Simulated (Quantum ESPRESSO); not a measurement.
# HfO2 in Quantum ESPRESSO: convergence with density cutoff

Input of the first run (density cutoff 180 Ry); the others differ in this setting and in those tied to it:

Contents of pw.in:

```
&CONTROL
  calculation = 'scf'
  prefix = 'pwscf'
  outdir = './tmp'
  pseudo_dir = './pseudo'
  tprnfor = .true.
  tstress = .true.
  disk_io = 'nowf'
/
&SYSTEM
  ibrav = 0
  nat = 12
  ntyp = 2
  ecutwfc = 45
  ecutrho = 180
  nbnd = 62
  occupations = 'smearing'
  smearing = 'mp'
  degauss = 0.00367493
/
&ELECTRONS
  conv_thr = 2.4d-09
  electron_maxstep = 120
  mixing_beta = 0.5
/
ATOMIC_SPECIES
Hf   178.4900 hf_pbe_v1.uspp.F.UPF
O     15.9990 o_pbe_v1.2.uspp.F.UPF
CELL_PARAMETERS angstrom
   5.1180000000    0.0000000000    0.0000000000
   0.0000000000    5.1857000000    0.0000000000
  -0.8586630598    0.0000000000    5.2138671406
ATOMIC_POSITIONS crystal
Hf     0.2755000000    0.4603000000    0.7080000000
Hf     0.7245000000    0.9603000000    0.7920000000
Hf     0.7245000000    0.5397000000    0.2920000000
Hf     0.2755000000    0.0397000000    0.2080000000
O      0.0742000000    0.1684000000    0.8467000000
O      0.9258000000    0.6684000000    0.6533000000
O      0.9258000000    0.8316000000    0.1533000000
O      0.0742000000    0.3316000000    0.3467000000
O      0.4487000000    0.7419000000    0.9801000000
O      0.5513000000    0.2419000000    0.5199000000
O      0.5513000000    0.2581000000    0.0199000000
O      0.4487000000    0.7581000000    0.4801000000
K_POINTS automatic
3 3 3 0 0 0
```

Potentials or basis: GBRV 1.5 PBE.

Launch:

```bash
$ OMP_NUM_THREADS=1 pw.x -in pw.in > pw.out
```

Hardware: 1 thread of Intel(R) Xeon(R) Platinum 8488C (Sapphire Rapids) (shared host).

```
density cutoff  energy less the tightest run, at zero smearing (meV/atom)  pressure (GPa)  SCF cycles  CPU time (s)  peak memory (GiB)
        180 Ry                                                      -0.19            3.93          10            69               0.35
        225 Ry                                                      -3.12            4.31          10            73               0.45
        270 Ry                                                       0.06            4.07          10            80               0.57
        315 Ry                                                      -1.73            4.09          10            82               0.67
        360 Ry                                                      -0.51            4.23          10            86               0.81
        450 Ry                                                      -0.62            4.11          10            96                1.1
        540 Ry                                                       0.01            4.07          10           110                1.4
        720 Ry                                                       0.00            4.08          10           140                  2
```

Against the tightest run, the energy stays within 1 meV/atom from 360 Ry on; the pressure stays within 0.1 GPa from 450 Ry on. The tightest run that finished is the yardstick and may itself not be fully converged.

Caveat, for the tightest run too: this smearing can shift energies of a crystal with a gap.
